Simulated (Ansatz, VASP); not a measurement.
This is a calculation of SnSe for VASP 6.6.1. 

File INCAR:

```
SYSTEM = SnSe
PREC = Accurate
ENCUT = 520
EDIFF = 1E-7
ISMEAR = 0
SIGMA = 0.014
LREAL = .FALSE.
LASPH = .TRUE.
NELM = 80
ALGO = Fast
ISIF = 2
LWAVE = .FALSE.
LCHARG = .FALSE.
GGA = PE
```

File KPOINTS:

```
Automatic mesh
0
G
  3 6 6
  0 0 0
```

The input POSCAR:

```
SnSe
1.0
   11.4200000000      0.0000000000      0.0000000000
    0.0000000000      4.1900000000      0.0000000000
    0.0000000000      0.0000000000      4.4600000000
Sn Se
4 4
Direct
    0.8770000000      0.7500000000      0.9090000000
    0.6230000000      0.2500000000      0.4090000000
    0.3770000000      0.7500000000      0.5910000000
    0.1230000000      0.2500000000      0.0910000000
    0.6430000000      0.7500000000      0.9840000000
    0.8570000000      0.2500000000      0.4840000000
    0.1430000000      0.7500000000      0.5160000000
    0.3570000000      0.2500000000      0.0160000000
```

Potentials or basis: VASP PAW PBE potentials, release 64 (Sn_d, Se).

Run with:

```console
$ cat potpaw_PBE.64/Sn_d/POTCAR potpaw_PBE.64/Se/POTCAR > POTCAR
$ mpirun -np 1 vasp_std > vasp.out
```

Question: Translate it to Ansatz 0.2.0. Potentials or basis there: Ansatz PAW, cutoff 420 eV.

Answer: As run (cutoffs and basis follow the program's own potentials, and thresholds, step limits or extra output files can differ):

File input.yaml:

```yaml
crystal:
  lattice:
    - [11.42, 0.0, 0.0]
    - [0.0, 4.19, 0.0]
    - [0.0, 0.0, 4.46]
  atoms:
    - { symbol: Sn, position: [0.877, 0.75, 0.909] }
    - { symbol: Sn, position: [0.623, 0.25, 0.409] }
    - { symbol: Sn, position: [0.377, 0.75, 0.591] }
    - { symbol: Sn, position: [0.123, 0.25, 0.091] }
    - { symbol: Se, position: [0.643, 0.75, 0.984] }
    - { symbol: Se, position: [0.857, 0.25, 0.484] }
    - { symbol: Se, position: [0.143, 0.75, 0.516] }
    - { symbol: Se, position: [0.357, 0.25, 0.016] }
hamiltonian:
  xc: pbe
  pseudopotentials: { kind: paw }
kpoints:
  mp_grid: { grid: [3, 6, 6] }
scf:
  occupations: { method: gaussian, width: 0.014 }
output:
  forces: true
  stress: true
  eigenvalues: true
  write_density: true
  write_potential: true
  elf: true
  volumetric_format: npy
```

Potentials or basis: Ansatz PAW.

Command:

```bash
$ ansatz run input.yaml --threads 4 --pin off --max-ram 11264MiB --backend cpu --events-out ev --progress --plain --runs-dir out
```

Both were run:

|  | VASP | Ansatz |
| --- | --- | --- |
| Pressure | 2.4 GPa | 2.4 GPa |
| Largest force | 0.326 eV/Å | 0.311 eV/Å |

Ansatz's pressure holds a Pulay term of +0.03 GPa for its cutoff of 420 eV, which the other run lacks.

The potentials hold 80 and 120 valence electrons a cell.

Where Ansatz's input types no cutoff or centring, it takes its own default and a Γ-centred mesh.

Pressure is positive in compression.
